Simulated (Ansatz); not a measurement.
# SnO2 (I4/m) in Ansatz: relaxation of cell and atoms with revPBE+D4

Aim: the relaxation of cell and atoms of SnO2 with revPBE+D4.

Program: Ansatz 0.2.0. These are calculated values, not measurements. Logs are shortened: lines on timing, memory, paths and dates and some standing lists are left out, and cuts for length are marked.

## (1) The structure

The structure is tetragonal, space group I4/m (No. 87). Conventional cell: a = 10.747 Å, b = 10.747 Å, c = 3.232 Å, α = 90.00°, β = 90.00°, γ = 90.00°. Sn (site symmetry m) has 6 O at 2.06 to 2.14 Å as nearest neighbours. Around O (site symmetry m) lie 3 Sn at 2.11 to 2.14 Å. Around O (site symmetry m) lie 3 Sn at 2.06 to 2.11 Å.

Measurements of this composition are mostly on another form, of space group No. 136.

## (2) Relaxation of cell and atoms, revPBE+D4

File input.yaml:

```yaml
crystal:
  lattice:
    - [-5.37331, 5.37331, 1.616233]
    - [5.37331, -5.37331, 1.616233]
    - [5.37331, 5.37331, -1.616233]
  atoms:
    - { symbol: Sn, position: [0.3510765, 0.8310675, 0.182144] }
    - { symbol: Sn, position: [0.8310675, 0.6489235, 0.479991] }
    - { symbol: Sn, position: [0.1689325, 0.3510765, 0.520009] }
    - { symbol: Sn, position: [0.6489235, 0.1689325, 0.817856] }
    - { symbol: O, position: [0.2056015, 0.1549285, 0.36053] }
    - { symbol: O, position: [0.8450715, 0.2056015, 0.050673] }
    - { symbol: O, position: [0.7943985, 0.8450715, 0.63947] }
    - { symbol: O, position: [0.1549285, 0.7943985, 0.949327] }
    - { symbol: O, position: [0.1610445, 0.5429605, 0.704005] }
    - { symbol: O, position: [0.5429605, 0.8389555, 0.381916] }
    - { symbol: O, position: [0.4570395, 0.1610445, 0.618084] }
    - { symbol: O, position: [0.8389555, 0.4570395, 0.295995] }
hamiltonian:
  xc: revpbe
  pseudopotentials: { kind: paw }
  dispersion: d4
kpoints:
  mp_grid: { grid: [9, 9, 9] }
scf:
  occupations: { method: fermi_dirac, width: 0.05 }
output:
  forces: true
  stress: true
  eigenvalues: true
relax:
  f_tol: 0.01
  max_steps: 40
  cell: { stress_tol: 0.05 }
```

Potentials or basis: Ansatz PAW.

Command:

```console
> ansatz run input.yaml --threads 4 --pin off --max-ram 11264MiB --backend cpu --events-out ev --progress --plain --runs-dir out
```

Output:

```text
Warning: RAYON_NUM_THREADS=4 ignored (pool sized by the plan → 4); use --threads N
basis.fft_grid_basis auto: the FFT boxes are laid along the combinations [[1, 1, 0], [0, 1, 0], [0, 0, 1]] of the cell's own vectors, 3.232, 7.769 and 7.769 Å long. The dense box has 24×54×54 points. Along the cell's own vectors, as sized, it would have 54×54×54, 2.25 times as many. Of the 8 symmetry operations that the crystal satisfies within crystal.symmetry.tolerance (time reversal apart; of a slab, those that keep its plane) the dense box along the cell's own vectors carries 8, and the one as laid loses 6 of those. basis.fft_grid_basis: typed keeps the cell's own vectors: state it where this run's energies or levels are differenced outside the engine with another run's, or held beside a run that keeps those vectors.
Engine: ansatz 0.2.0, x86_64-unknown-linux-gnu
Pseudopotentials: kind: paw
Pseudopotential: Sn, paw, valence charge 14, recommended cutoff 420 eV (normal), Sn.paw.azcp
Pseudopotential: O, paw, valence charge 6, recommended cutoff 420 eV (normal), O.paw.azcp
Functional definition: revPBE
  parameter kappa = 1.245
  parameter beta = 0.06672455060314922
  exchange = pbe_x(kappa = kappa, mu = beta*pi^2/3)
  correlation = pbe_c(beta = beta)
Crystal: 12 atoms, lattice volume = 186.658 Å³
Basis set: ecut = 420 eV, 3645 PW (Γ), FFT grids on a1+a2, a2, a3, exchange–correlation on 48×108×108 points (8 copies of the dense FFT grid, shifted against one another)
Bands: 64, of which v1, the nominal top of the filled ones, is band 52 counted from 1 (51 counted from 0)
Symmetry: 8 space group operations
Space group: I4/m (ITA 87), of the structure as read, at distance tolerance 5.7e-5 Å
k-points: 105 of 729
Non-local potential: Sn, projectors of the file, l = 0: 2, l = 1: 2, l = 2: 2, l = 3: 2
Non-local potential: O, projectors of the file, l = 0: 2, l = 1: 2, l = 2: 1
PAW form: soft (Blöchl's): semilocal exchange-correlation on the pseudo side does not see the compensation charge
PAW frozen core: Sn, regenerated for the run's functional, and the local potential with it (the file was generated under x = pbe(κ = 0.804, μ = 0.2195149727645171), c = pbe(β = 0.06672455060314922))
PAW frozen core: O, regenerated for the run's functional, and the local potential with it (the file was generated under x = pbe(κ = 0.804, μ = 0.2195149727645171), c = pbe(β = 0.06672455060314922))
PAW one-centre angular grid: Sn, 590 points (default); XC on 64 Gauss nodes
PAW one-centre angular grid: O, 110 points (default); XC on 64 Gauss nodes
Initial density: superposition of atomic densities (neutral atoms: chi_scale 0, normalization atom), corrected by the library's trained network
Initial wavefunctions: pseudopotential atomic-orbital guess
Functional: x = revpbe(κ = 1.245, μ = 0.2195149727645171), c = pbe(β = 0.06672455060314922)
SCF iter   1: F=—  HF=-28674.378799 eV  |F-HF|=—  |Δ(HF+E_count)|=         —  Δρ=2.95e-3  dr2=1.25e-2  ethr=1.77e-3  ⟨swp⟩=6.1  Hψ=27238  notcnv=0  defer=192
preconditioner: auto → Resta (q_TF=auto, 2.475 Å⁻¹)  ε∞=3.1  [insulator: Δε(μ)=1.858 eV  Ē_g=19.029 eV  σ=0.050 eV  W_gap=1.00  n_scr=48 (ndim 8)  ℏωp=27.7 eV  f_vac=0.216  D(μ)=0.00/eV (n_scr^D=0)  ε∞_Penn≈3.1  vacuum switching on, ρ_ref=2.6e-2 e/Å³]
SCF iter   2: F=—  HF=-28674.382192 eV  |F-HF|=—  |Δ(HF+E_count)|=   3.39e-3  Δρ=1.40e-3  dr2=2.60e-3  ethr=1.20e-5  ⟨swp⟩=2.0  Hψ=13321  notcnv=0  defer=616
SCF iter   3: F=—  HF=-28674.382715 eV  |F-HF|=—  |Δ(HF+E_count)|=   5.23e-4  Δρ=6.89e-4  dr2=8.15e-4  ethr=2.50e-6  ⟨swp⟩=2.0  Hψ=8724  notcnv=0  defer=616
SCF iter   4: F=—  HF=-28674.382577 eV  |F-HF|=—  |Δ(HF+E_count)|=   1.38e-4  Δρ=1.69e-4  dr2=5.57e-5  ethr=7.83e-7  ⟨swp⟩=2.0  Hψ=8484  notcnv=0  defer=616
[... 96 lines left out ...]
SCF iter   6: F=-28674.414516 eV  HF=-28674.414516 eV  |F-HF|=1.38e-10  |Δ(HF+E_count)|=  2.98e-10  Δρ=1.74e-7  dr2=4.82e-11  ethr=1.00e-12  ⟨swp⟩=6.3  Hψ=30457  notcnv=0
SCF 9 converged in 6 iterations: F = -28674.414516 eV  dr2 = 4.82e-11
relax step   9: F+E_penalty+E_count = -28674.41451561 eV  Δ(F+E_penalty+E_count) = +5.838e-4 eV  max|allowed force component| = 5.528e-4 eV/Å  Δτ_max = 0.0000 Å  P = -0.006 GPa  Ω = 183.835 Å³  stress off target by 6.23e-3 GPa  SCF on the basis re-selected at this cell (its energy is not comparable with the rows above)  (6 SCF iters)
basis re-selected at this cell: Δ(F+E_penalty+E_count) = +5.838e-4 eV, ΔP = -0.003 GPa vs the last step (what re-selecting the basis moved, of the pressure what is left beyond the Pulay correction that the steps carried, after the strain that the cell walked since its last selection, with what the two solves' SCF thresholds leave and, on support functions, any second-order correction that the steps lacked; it is no measure of the basis error at this ecutwfc). This SCF's stress stands 6.23e-3 GPa from its target on what of the cell is left free (relax.cell.stress_tol is 5.00e-2 GPa) and its largest allowed force component is 5.53e-4 eV/Å (relax.f_tol is 1.00e-2 eV/Å): within both
SCF converged after 6 iterations
Free energy (F): -28674.414516 eV
Harris-Foulkes:  -28674.414516 eV  (|F-HF|=1.38e-10)
Internal energy: -28674.414516 eV  (E = F + TS)
E sigma→0 (E₀):  -28674.414516 eV
Fermi energy:    6.497380 eV
--- Per-component energies (eV) ---
  E_band       = -611.237143
  E_kinetic    = 2158.826409
  E_local      = -10283.715467  (includes V_loc(G=0)·N_el)
  E_nonlocal   = 259.979022
  E_hartree    = 5075.315576
  E_xc         = -2112.523402
  E_vxc        = -1124.641870  (∫ρ·V_xc dr)
  E_paw        = -17885.678598  (= ΣΔE_a)
  E_vpaw       = -1772.335648  (= ΣTr[D̂ρ^β])
  E_aug_tail   = 0.019303  (compensation charges beyond the density's cutoff)
  E_ewald      = -5881.806655
  E_disp       = -4.782985  (pairwise vdW)
  E_core_change = -0.047718  (= ΣΔE_core)
  E_smearing   = -0.000000  (= −TS)
  E_closure    = 0.000000  (closes the sum)
  Σ components = -28674.414516   (vs F -28674.414516, Δ=0.00e0)
--- Forces (eV/Å), atoms counted from 1 ---
  atom   1  Sn     0.00018942     0.00027998     0.00000000
  atom   2  Sn    -0.00027998     0.00018942     0.00000000
  atom   3  Sn     0.00027998    -0.00018942    -0.00000000
  atom   4  Sn    -0.00018942    -0.00027998     0.00000000
  atom   5  O     -0.00044049     0.00033743    -0.00000000
  atom   6  O      0.00033743     0.00044049    -0.00000000
  atom   7  O      0.00044049    -0.00033743     0.00000000
  atom   8  O     -0.00033743    -0.00044049     0.00000000
  atom   9  O      0.00055284    -0.00005026     0.00000000
  atom  10  O      0.00005026     0.00055284     0.00000000
  atom  11  O     -0.00005026    -0.00055284    -0.00000000
  atom  12  O     -0.00055284     0.00005026     0.00000000
  max |Σ_I F_I| component: 6.51e-19 eV/Å
--- Stress (GPa, compression-positive) ---
       -0.006225      -0.000000       0.000000
        0.000000      -0.006225      -0.000000
        0.000000      -0.000000      -0.004955
  P = ⅓ Tr σ = -0.0058 GPa (-0.058 kbar)
--- Band table (eV; the first three rows and the last of 105) ---
  k-point 0: bands = ["-15.1149", "-15.1149", "-14.9558", "-14.5301", "-14.4161", "-14.3779", "-14.3633", "-14.3633", "-14.3604", "-14.3604", "-14.3234", "-14.3074", "-14.2638", "-14.2434", "-14.1852", "-14.1852", "-14.1849", "-14.1849", "-14.1249", "-14.1092", "-12.8520", "-12.0171", "-11.6757", "-11.6757", "-11.3506", "-10.4312", "-9.9441", "-9.9441", "-0.8822", "-0.4482", "-0.4482", "1.2867", "1.9893", "2.6429", "2.6429", "2.8084", "2.8793", "2.8793", "2.9421", "3.5735", "3.8980", "4.1745", "4.3055", "4.5627", "4.5627", "4.7512", "4.7512", "4.7565", "4.9099", "5.2119", "5.2119", "5.2589", "7.3616", "10.3232", "10.3232", "10.6694", "12.3118", "12.3118", "12.7947", "12.9025", "14.7324", "16.0760", "16.3068", "16.3068"]
  k-point 1: bands = ["-15.1268", "-15.1153", "-14.9345", "-14.5357", "-14.4161", "-14.3848", "-14.3629", "-14.3605", "-14.3604", "-14.3596", "-14.3230", "-14.3079", "-14.2643", "-14.2466", "-14.1853", "-14.1850", "-14.1849", "-14.1847", "-14.1244", "-14.1097", "-12.8398", "-12.0601", "-11.6623", "-11.6523", "-11.3340", "-10.4856", "-9.9395", "-9.9118", "-1.0061", "-0.4613", "-0.2860", "1.3007", "1.9763", "2.5833", "2.6429", "2.7610", "2.8878", "2.9067", "2.9975", "3.6074", "3.8744", "4.1656", "4.2975", "4.5582", "4.5626", "4.6995", "4.7586", "4.7662", "4.9074", "5.1623", "5.2109", "5.2953", "7.4537", "10.1641", "10.3457", "10.7736", "12.3015", "12.3201", "12.8011", "12.8940", "14.7183", "15.9837", "16.2790", "16.3535"]
  k-point 2: bands = ["-15.1496", "-15.1163", "-14.8847", "-14.5542", "-14.4160", "-14.3968", "-14.3620", "-14.3607", "-14.3604", "-14.3557", "-14.3216", "-14.3093", "-14.2654", "-14.2538", "-14.1856", "-14.1848", "-14.1846", "-14.1841", "-14.1229", "-14.1110", "-12.8048", "-12.1583", "-11.6409", "-11.5870", "-11.2942", "-10.6111", "-9.9278", "-9.8488", "-1.1884", "-0.4938", "0.0032", "1.3351", "1.9423", "2.5015", "2.5587", "2.6428", "2.9699", "3.0275", "3.0636", "3.6680", "3.8071", "4.1333", "4.2930", "4.5488", "4.5623", "4.5724", "4.7791", "4.7897", "4.9000", "5.0879", "5.2102", "5.3324", "7.6975", "9.8646", "10.4028", "10.9156", "12.2789", "12.3500", "12.7882", "12.8867", "14.6895", "15.8471", "16.2414", "16.3564"]
  k-point 104: bands = ["-15.2722", "-14.9122", "-14.7768", "-14.7524", "-14.4086", "-14.4078", "-14.3713", "-14.3711", "-14.3520", "-14.3496", "-14.3155", "-14.3150", "-14.2669", "-14.2666", "-14.2040", "-14.1974", "-14.1736", "-14.1678", "-14.1172", "-14.1167", "-12.4651", "-12.2858", "-12.2306", "-11.1579", "-11.0010", "-10.9669", "-10.0683", "-9.6378", "-1.7188", "0.1959", "0.2416", "0.9363", "2.2162", "2.2710", "2.3247", "2.9335", "3.0581", "3.3136", "3.3657", "3.4368", "3.5440", "4.1297", "4.1495", "4.2233", "4.5346", "4.5487", "4.7551", "4.7692", "4.8642", "4.8680", "5.2341", "5.3848", "9.1365", "9.3698", "9.6434", "11.1756", "12.3928", "12.5382", "12.6670", "12.6839", "14.8097", "15.3898", "16.1693", "16.2142"]
--- Relaxed structure (7 steps of the walk, 7 accepted, 2 SCFs on fresh bases) ---
  F+E_penalty+E_count = -28674.41451561 eV   max|allowed force component| = 5.528e-4 eV/Å   (the final SCF, on the basis selected at the relaxed cell)
  cell:  # Å, volume = 183.8355 Å³
    - [-5.345846542628438, 5.345846542628438, 1.6081864012303249]
    - [5.345846542628438, -5.345846542628438, 1.6081864012303249]
    - [5.345846542628438, 5.345846542628438, -1.6081864012303249]
  atoms:
    - { symbol: Sn, position: [0.35034359719576635, 0.8327939054553479, 0.1831375026511142] }
    - { symbol: Sn, position: [0.8327939054553479, 0.6496564028042338, 0.4824503082595817] }
    - { symbol: Sn, position: [0.16720609454465207, 0.3503435971957663, 0.5175496917404183] }
    - { symbol: Sn, position: [0.6496564028042336, 0.16720609454465207, 0.8168624973488857] }
    - { symbol: O, position: [0.20646177912078983, 0.15502017987875943, 0.36148195899954927] }
    - { symbol: O, position: [0.8449798201212406, 0.20646177912079, 0.051441599242030345] }
    - { symbol: O, position: [0.7935382208792103, 0.8449798201212405, 0.6385180410004505] }
    - { symbol: O, position: [0.1550201798787594, 0.7935382208792102, 0.9485584007579696] }
    - { symbol: O, position: [0.15933328664087945, 0.5422591285092377, 0.7015924151501172] }
    - { symbol: O, position: [0.5422591285092379, 0.8406667133591206, 0.3829258418683584] }
    - { symbol: O, position: [0.45774087149076215, 0.15933328664087937, 0.6170741581316415] }
    - { symbol: O, position: [0.8406667133591206, 0.45774087149076226, 0.29840758484988283] }
```

Wall time 90 s (4 threads of Intel Xeon 6975P-C (Granite Rapids), shared host); peak memory 1.2 GiB.

Results:

| Quantity | Value |
| --- | --- |
| Free energy | -28674.4145 eV |
| Relaxed volume | 15.32 Å³/atom |
| Relaxed cell | a = 7.729 Å, b = 7.729 Å, c = 7.729 Å, α = 92.48°, β = 92.48°, γ = 155.98° |
| Space group after relaxing (to 0.05 Å) | I4/m (No. 87) |
| Energy gained by relaxing | 2.6 meV/atom |
| Ionic steps | 9 |
| Pressure after relaxing | 0.0 GPa |
| Band gap on the k mesh | 1.98 eV, indirect (least direct gap 2.10 eV) |

Step by step:
```csv
step,energy change (eV),largest force (eV/Å),volume (Å³)
1,0.0000,0.2058,186.66
2,-0.0359,0.1336,184.56
3,-0.0422,0.0642,183.53
4,-0.0415,0.0466,183.81
5,-0.0408,0.0364,184.07
6,-0.0413,0.0025,183.99
7,-0.0316,0.0024,183.99
8,-0.0323,0.0006,183.84
9,-0.0317,0.0006,183.84
```

Final structure:
```xyz
12
Lattice="-5.3458 5.3458 1.6082 5.3458 -5.3458 1.6082 5.3458 5.3458 -1.6082" Properties=species:S:1:pos:R:3 pbc="T T T"
Sn    3.5581   -1.6001    1.6082
Sn    1.6001    3.5581    1.6082
Sn    3.7458    1.7877    0.0000
Sn    1.7877    6.9459    0.0000
O     1.6574    2.2074    0.0000
O    -3.1384    3.6884    1.6082
O     3.6884    3.1384    1.6082
O     8.4843    1.6574    0.0000
O     5.7977    1.7035    0.0000
O     3.6423    0.4518    1.6082
O     1.7035    4.8940    0.0000
O    -0.4518    3.6423    1.6082
```

Caveat: odd divisions of the mesh miss points on the zone boundary, where band edges often lie, so the gap on the mesh can be too wide; the plane-wave basis is chosen anew once the cell has moved, so the energies of steps on either side of that aren't comparable; the pressure holds a Pulay correction of +0.6 GPa for the finite cutoff; spin-orbit coupling is left out, which moves the levels of the heavy elements; the PAW data sets come from PBE, with cores solved anew for the run's functional, which leaves a small shift of forces and pressure. A k mesh can miss the band edges.
